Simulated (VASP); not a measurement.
# PbS (Fm-3m) in VASP: band structure with r2SCAN

Aim: the band structure of PbS with r2SCAN.

All numbers are computed with VASP 6.6.1; they aren't measurements. Logs are shortened: lines on timing, memory, paths and dates and some standing lists are left out, and cuts for length are marked.

## (1) Starting point

The structure is cubic, space group Fm-3m (No. 225). The conventional cell has a = 5.975 Å, b = 5.975 Å, c = 5.975 Å, α = 90.00°, β = 90.00°, γ = 90.00°. Pb (site symmetry m-3m) has 6 S at 2.99 Å as nearest neighbours. S (site symmetry m-3m) is surrounded by 6 Pb at 2.99 Å.

The cell was built by a generator and needn't be a form met in nature.

## (2) Band structure, r2SCAN

Input file INCAR:

```
ALGO     = Normal         # electronic algorithm
EDIFF    = 1E-6           # SCF threshold, eV
ENCUT    = 520            # plane-wave cutoff, eV
ISIF     = 2              # what is computed and relaxed
ISMEAR   = 0              # smearing method
LASPH    = True           # aspherical terms in the spheres
LCHARG   = False          # write CHGCAR
LMIXTAU  = True         
LREAL    = False          # projectors in reciprocal space
LWAVE    = False          # write WAVECAR
METAGGA  = R2SCAN         # meta-GGA
NBANDS   = 17             # bands
NELM     = 80             # most SCF steps
PREC     = Accurate       # precision mode
SIGMA    = 0.02           # smearing width, eV
```

Input file KPOINTS:

```
k-points
0
Gamma
  10 10 10
```

Input file POSCAR:

```
PbS                                     
1.0
   -0.0000000000      2.9876852259      2.9876852259
    2.9876852259      0.0000000000      2.9876852259
    2.9876852259      2.9876852259     -0.0000000000
  Pb              S             
     1     1
Direct
     0.0000000000000000    0.0000000000000000    0.0000000000000000
     0.5000000000000000    0.5000000000000000    0.5000000000000000
```

Input file KPOINTS_OPT:

```
path GXWKGLUWLK,UX
15
line-mode
reciprocal
 0.0000000000  0.0000000000  0.0000000000  G
 0.5000000000  0.0000000000  0.5000000000  X

 0.5000000000  0.0000000000  0.5000000000  X
 0.5000000000  0.2500000000  0.7500000000  W

 0.5000000000  0.2500000000  0.7500000000  W
 0.3750000000  0.3750000000  0.7500000000  K

 0.3750000000  0.3750000000  0.7500000000  K
 0.0000000000  0.0000000000  0.0000000000  G

 0.0000000000  0.0000000000  0.0000000000  G
 0.5000000000  0.5000000000  0.5000000000  L

 0.5000000000  0.5000000000  0.5000000000  L
 0.6250000000  0.2500000000  0.6250000000  U

 0.6250000000  0.2500000000  0.6250000000  U
 0.5000000000  0.2500000000  0.7500000000  W

 0.5000000000  0.2500000000  0.7500000000  W
 0.5000000000  0.5000000000  0.5000000000  L

 0.5000000000  0.5000000000  0.5000000000  L
 0.3750000000  0.3750000000  0.7500000000  K

 0.6250000000  0.2500000000  0.6250000000  U
 0.5000000000  0.0000000000  0.5000000000  X
```

Potentials or basis: VASP PAW PBE potentials, release 64 (Pb_d, S).

Started as:

```
cat potpaw_PBE.64/Pb_d/POTCAR potpaw_PBE.64/S/POTCAR > POTCAR
mpirun -np 1 vasp_std > vasp.out
```

OUTCAR:

```text
EDIFF = 1E-6
   ENCUT = 520
   ISIF = 2
   ISMEAR = 0
   LASPH = True
   LREAL = False
   METAGGA = R2SCAN
   NELM = 80
   PREC = Accurate

 ion  position               nearest neighbor table
   1  0.000  0.000  0.000-   2 2.99   2 2.99   2 2.99   2 2.99   2 2.99   2 2.99
   2  0.500  0.500  0.500-   1 2.99   1 2.99   1 2.99   1 2.99   1 2.99   1 2.99

  LATTYP: Found a face centered cubic cell.
 ALAT       =     5.9753704518

  Lattice vectors:

 A1 = (   0.0000000000,   2.9876852259,   2.9876852259)
 A2 = (   2.9876852259,   0.0000000000,   2.9876852259)
 A3 = (   2.9876852259,   2.9876852259,   0.0000000000)

Analysis of symmetry for initial positions (statically):
=====================================================================
 Subroutine PRICEL returns:
 Original cell was already a primitive cell.

 Routine SETGRP: Setting up the symmetry group for a
 face centered cubic supercell.

 Subroutine GETGRP returns: Found 48 space group operations
 (whereof 48 operations were pure point group operations)
 out of a pool of 48 trial point group operations.

The static configuration has the point symmetry O_h .

Analysis of symmetry for dynamics (positions and initial velocities):
=====================================================================
 Subroutine PRICEL returns:
 Original cell was already a primitive cell.

 Routine SETGRP: Setting up the symmetry group for a
 face centered cubic supercell.

 Subroutine GETGRP returns: Found 48 space group operations
 (whereof 48 operations were pure point group operations)
 out of a pool of 48 trial point group operations.

The dynamic configuration has the point symmetry O_h .

 Subroutine INISYM returns: Found 48 space group operations
 (whereof 48 operations are pure point group operations),
 and found     1 'primitive' translations

----------------------------------------------------------------------------------------

                                     Primitive cell

  volume of cell :      53.3377

  direct lattice vectors                    reciprocal lattice vectors
     0.000000000  2.987685226  2.987685226    -0.167353641  0.167353641  0.167353641
     2.987685226  0.000000000  2.987685226     0.167353641 -0.167353641  0.167353641
     2.987685226  2.987685226  0.000000000     0.167353641  0.167353641 -0.167353641

  length of vectors
     4.225224967  4.225224967  4.225224967     0.289865009  0.289865009  0.289865009

  position of ions in fractional coordinates (direct lattice)
     0.000000000  0.000000000  0.000000000
     0.500000000  0.500000000  0.500000000

  ion indices of the primitive-cell ions
   primitive index   ion index
                 1           1
                 2           2

----------------------------------------------------------------------------------------

 KPOINTS: k-points

Automatic generation of k-mesh.
 Grid dimensions read from file:
 generate k-points for:   10   10   10

 Generating k-lattice:

  Cartesian coordinates                     Fractional coordinates (reciprocal lattice)
    -0.016735364  0.016735364  0.016735364     0.100000000  0.000000000  0.000000000
     0.016735364 -0.016735364  0.016735364     0.000000000  0.100000000  0.000000000
     0.016735364  0.016735364 -0.016735364     0.000000000  0.000000000  0.100000000

  Length of vectors
     0.028986501  0.028986501  0.028986501

  Shift w.r.t. Gamma in fractional coordinates (k-lattice)
     0.000000000  0.000000000  0.000000000

 Subroutine IBZKPT returns following result:
 ===========================================

 Found     47 irreducible k-points:

 Following reciprocal coordinates:
            Coordinates               Weight
  0.000000  0.000000  0.000000      1.000000
  0.100000  0.000000  0.000000      8.000000
  0.200000  0.000000  0.000000      8.000000
  0.300000  0.000000  0.000000      8.000000
  0.400000  0.000000  0.000000      8.000000
  0.500000  0.000000  0.000000      4.000000
[... 16 lines left out ...]
  0.300000  0.300000  0.000000      6.000000
  0.400000  0.300000  0.000000     24.000000
 [... further k-points ...]
   k-points           NKPTS =     47   k-points in BZ     NKDIM =     47   number of bands    NBANDS=     17
   number of dos      NEDOS =    301   number of ions     NIONS =      2
   total plane-waves  NPLWV =  32768
   dimension x,y,z NGX =    32 NGY =   32 NGZ =   32
   dimension x,y,z NGXF=    64 NGYF=   64 NGZF=   64
   ions per type =               1   1
   NGX,Y,Z   is equivalent  to a cutoff of  12.59, 12.59, 12.59 a.u.
   NGXF,Y,Z  is equivalent  to a cutoff of  25.18, 25.18, 25.18 a.u.
 SYSTEM =  unknown system
   PREC   = accura    normal or accurate (medium, high low for compatibility)
   ISTART =      0    job   : 0-new  1-cont  2-samecut
   ICHARG =      2    charge: 1-file 2-atom 10-const
   ISPIN  =      1    spin polarized calculation?
   LNONCOLLINEAR =      F non collinear calculations
   LSORBIT =      F    spin-orbit coupling
   LASPH  =      T    aspherical Exc in radial PAW
   ENCUT  =  520.0 eV  38.22 Ry    6.18 a.u.   7.86  7.86  7.86*2*pi/ulx,y,z
   NELM   =     80;   NELMIN=  2; NELMDL= -5     # of ELM steps
   EDIFF  = 0.1E-05   stopping-criterion for ELM
   LREAL  =      F    real-space projection
   EDIFFG = 0.1E-04   stopping-criterion for IOM
   NSW    =      0    number of steps for IOM
   IBRION =     -1    ionic relax: 0-MD 1-quasi-New 2-CG
   NFREE  =      0    steps in history (QN), initial steepest desc. (CG)
   ISIF   =      2    stress and relaxation
   ISYM   =      2    0-nonsym 1-usesym 2-fastsym
   POTIM  = 0.5000    time-step for ionic-motion
   TEBEG  =    0.0;   TEEND  =   0.0 temperature during run
   PSTRESS=    0.0 pullay stress
   NELECT =      20.0000    total number of electrons
   NUPDOWN=      -1.0000    fix difference up-down
   EMIN   =  10.00;   EMAX   =-10.00  energy-range for DOS
   EFERMI =   0.00;   METHOD = LEGACY
   ISMEAR =     0;   SIGMA  =   0.02  broadening in eV -4-tet -1-fermi 0-gaus
   EFERMI_NEDOS =   21; number of points for ismear=-14 and -15
   IALGO  =     38    algorithm
   IMIX   =      4    mixing-type and parameters
     AMIX     =   0.40;   BMIX     =  1.00
     AMIX_MAG =   1.60;   BMIX_MAG =  1.00
  volume/ion in A,a.u.               =      26.67       179.97
  Fermi-wavevector in a.u.,A,eV,Ry     =   1.180520  2.230859 18.961451  1.393627
  Thomas-Fermi vector in A             =   2.316811
   LORBIT       =      0    0 simple, 1 ext, 2 COOP (PROOUT), +10 PAW based schemes
   METAGGA = R2SCAN    functional components
   LHFCALC =     F    Hartree Fock is set to
   AEXX    =    0.0000 exact exchange contribution
   IVDW    =     0    specifies the selected vdW correction
   LEPSILON=     F    determine dielectric tensor
   LRPA    =     F    only Hartree local field effects (RPA)
 non-spin polarized calculation
 Gauss-broadening in eV      SIGMA  =   0.02
  energy-cutoff  :      520.00
  volume of cell :       53.34
 maximum number of plane-waves:      1459
   NGX = 15   NGY = 15   NGZ = 15

 number of electron      20.0000001 magnetization

 Free energy of the ion-electron system (eV)
  ---------------------------------------------------
  ext. energy  EPLUGINS =         0.00000000
  ---------------------------------------------------
  free energy    TOTEN  =       -65.61191429 eV

  energy without entropy =      -65.61191429  energy(sigma->0) =      -65.61191429

 E-fermi :   5.5103     XC(G=0): -10.1435

 val. band max:        5.3900868835   @ k =   0.5000   0.0000   0.0000
 cond. band min:       6.0933211424   @ k =   0.5000   0.0000   0.0000
 fundamental gap:      0.7032342590
 Fermi energy:         5.5103060190

 k-point     1 :       0.0000    0.0000    0.0000
  band No.  band energies     occupation
      1     -12.0073      2.00000
      2     -12.0073      2.00000
      3     -12.0073      2.00000
      4     -11.9906      2.00000
      5     -11.9906      2.00000
      6      -8.5997      2.00000
[... 9 lines left out ...]
     16      12.6036      0.00000
     17      14.5272      0.00000

 k-point     2 :       0.1000    0.0000    0.0000
  band No.  band energies     occupation
      1     -12.0068      2.00000
      2     -12.0051      2.00000
      3     -12.0051      2.00000
      4     -11.9917      2.00000
      5     -11.9917      2.00000
      6      -8.5152      2.00000
[... 9 lines left out ...]
     16      12.8558      0.00000
     17      15.3842      0.00000

 k-point     3 :       0.2000    0.0000    0.0000
  band No.  band energies     occupation
      1     -12.0063      2.00000
      2     -12.0063      2.00000
      3     -12.0058      2.00000
      4     -11.9875      2.00000
      5     -11.9875      2.00000
      6      -8.2741      2.00000
[... 9 lines left out ...]
     16      13.4459      0.00000
     17      16.9446      0.00000

 k-point     4 :       0.3000    0.0000    0.0000
  band No.  band energies     occupation
      1     -12.0141      2.00000
      2     -12.0141      2.00000
      3     -12.0047      2.00000
      4     -11.9760      2.00000
      5     -11.9760      2.00000
      6      -7.9214      2.00000
[... 9 lines left out ...]
     16      14.3161      0.00000
     17      18.2370      0.00000
[... 343 lines left out ...]
      1     -12.0209      2.00000
      2     -12.0085      2.00000
      3     -12.0011      2.00000
      4     -11.9868      2.00000
      5     -11.9754      2.00000
      6      -7.7923      2.00000
[... 9 lines left out ...]
     16      15.8139      0.00000
     17      16.1743      0.00000

 k-point    23 :       0.3000    0.3000    0.0000
  band No.  band energies     occupation
      1     -12.0748      2.00000
      2     -12.0222      2.00000
      3     -11.9751      2.00000
      4     -11.9715      2.00000
      5     -11.9715      2.00000
      6      -7.6617      2.00000
[... 9 lines left out ...]
     16      16.4406      0.00000
     17      16.8049      0.00000

 k-point    24 :       0.4000    0.3000    0.0000
  band No.  band energies     occupation
      1     -12.0953      2.00000
      2     -12.0222      2.00000
      3     -11.9783      2.00000
      4     -11.9656      2.00000
      5     -11.9608      2.00000
      6      -7.3805      2.00000
[... 9 lines left out ...]
     16      16.9533      0.00000
     17      17.5785      0.00000

 [... further k-points ...]

------------------------ aborting loop because EDIFF is reached ----------------------------------------

  FORCE on cell =-STRESS in cart. coord.  units (eV):
  Direction    XX          YY          ZZ          XY          YZ          ZX
  --------------------------------------------------------------------------------------
  -------------------------------------------------------------------------------------
  Total       -0.0106844     -0.0106844     -0.0106844      0.0000000     -0.0000000     -0.0000000
  in kB       -0.3209417     -0.3209417     -0.3209417      0.0000000     -0.0000000     -0.0000000
  external PRESSURE =      -0.3209417 kB  Pullay stress =       0.0000000 kB

 VOLUME and BASIS-vectors are now :
 -----------------------------------------------------------------------------
  energy-cutoff  :      520.00
  volume of cell :       53.34
      direct lattice vectors                 reciprocal lattice vectors
     0.000000000  2.987685226  2.987685226    -0.167353641  0.167353641  0.167353641
     2.987685226  0.000000000  2.987685226     0.167353641 -0.167353641  0.167353641
     2.987685226  2.987685226  0.000000000     0.167353641  0.167353641 -0.167353641

 POSITION                                       TOTAL-FORCE (eV/Angst)
 -----------------------------------------------------------------------------------
      0.00000      0.00000      0.00000         0.000000      0.000000      0.000000
      2.98769      2.98769      2.98769         0.000000     -0.000000     -0.000000
 -----------------------------------------------------------------------------------
    total drift:                                0.000000     -0.000000     -0.000000

  FREE ENERGIE OF THE ION-ELECTRON SYSTEM (eV)
  ---------------------------------------------------
  free  energy   TOTEN  =       -65.6119142938 eV

  energy  without entropy=      -65.6119142938  energy(sigma->0) =      -65.61191429
```

Run time: 2 min. Hardware: 1 thread of Intel Xeon 6975P-C (Granite Rapids), shared host; peak memory 0.21 GiB.

What came out:

```yaml
Free_energy: -65.6119 eV
Pressure: 0.0 GPa
Band_gap_on_the_k_mesh: 0.70 eV, direct
Band_gap_along_the_path: 0.70 eV, direct
```

Levels at the corners of the path, in eV from the valence-band top:
```csv
point,band 6,band 7,band 8,band 9,band 10,band 11,band 12,band 13,band 14,band 15
Γ,-13.99,-6.13,-2.20,-2.20,-2.20,5.51,5.51,5.51,7.21,7.21
X,-12.37,-7.31,-5.17,-3.44,-3.44,4.26,5.95,6.02,6.02,11.71
X,-12.37,-7.31,-5.17,-3.44,-3.44,4.26,5.95,6.02,6.02,11.71
W,-12.33,-8.05,-4.41,-4.41,-1.05,2.50,5.03,5.03,8.61,8.61
W,-12.33,-8.05,-4.41,-4.41,-1.05,2.50,5.03,5.03,8.61,8.61
K,-12.38,-8.09,-4.76,-2.94,-2.46,3.65,4.43,5.41,6.65,10.85
K,-12.38,-8.09,-4.76,-2.94,-2.46,3.65,4.43,5.41,6.65,10.85
Γ,-13.99,-6.13,-2.20,-2.20,-2.20,5.51,5.51,5.51,7.21,7.21
Γ,-13.99,-6.13,-2.20,-2.20,-2.20,5.51,5.51,5.51,7.21,7.21
L,-12.79,-8.96,-1.81,-1.81,0.00,0.70,2.25,2.25,9.15,10.68
L,-12.79,-8.96,-1.81,-1.81,0.00,0.70,2.25,2.25,9.15,10.68
U,-12.38,-8.09,-4.76,-2.94,-2.46,3.65,4.43,5.41,6.65,10.85
U,-12.38,-8.09,-4.76,-2.94,-2.46,3.65,4.43,5.41,6.65,10.85
W,-12.33,-8.05,-4.41,-4.41,-1.05,2.50,5.03,5.03,8.61,8.61
W,-12.33,-8.05,-4.41,-4.41,-1.05,2.50,5.03,5.03,8.61,8.61
L,-12.79,-8.96,-1.81,-1.81,0.00,0.70,2.25,2.25,9.15,10.68
L,-12.79,-8.96,-1.81,-1.81,0.00,0.70,2.25,2.25,9.15,10.68
K,-12.38,-8.09,-4.76,-2.94,-2.46,3.65,4.43,5.41,6.65,10.85
U,-12.38,-8.09,-4.76,-2.94,-2.46,3.65,4.43,5.41,6.65,10.85
X,-12.37,-7.31,-5.17,-3.44,-3.44,4.26,5.95,6.02,6.02,11.71
```

Caveat: the PAW data sets were made with another functional, which shifts forces and pressure a little; spin-orbit coupling is left out, which as a rule narrows the gap of such compounds by several tenths of an eV.
